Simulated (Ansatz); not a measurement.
Crystal: PbSe (Clausthalite).

```xyz
2
Lattice="0.0000 3.0606 3.0606 3.0606 0.0000 3.0606 3.0606 3.0606 0.0000" Properties=species:S:1:pos:R:3 pbc="T T T"
Pb    0.0000    0.0000    0.0000
Se    3.0606    3.0606    3.0606
```

Base run:

* Program: Ansatz 0.2.0
* Functional: PBEsol
* Potentials or basis: all-electron LAPW, non-relativistic
* Cutoff: 187 eV
* Density cutoff: 748 eV
* Basis error allowed: 0.001 eV/atom
* k mesh: 8 × 8 × 8
* Occupations: fermi-dirac, width 0.05 eV
* Spin: no spin polarisation

Its results: band gap on the k mesh 0.50 eV, direct; pressure 0.8 GPa.

**Question.** The run is repeated on the same cell with these changes: potentials or basis from all-electron LAPW, non-relativistic to all-electron LAPW, scalar-relativistic. What comes out?

**Answer.** Band gap on the k mesh 0.20 eV, direct; pressure -0.5 GPa.

Caveats: spin-orbit coupling is left out, which as a rule narrows the gap of such compounds by several tenths of an eV; relativity is left out, which matters for the heavier elements (some runs); the mesh misses the band edges, which the band path finds closer together (some runs).

Not every run made on this cell is shown here.
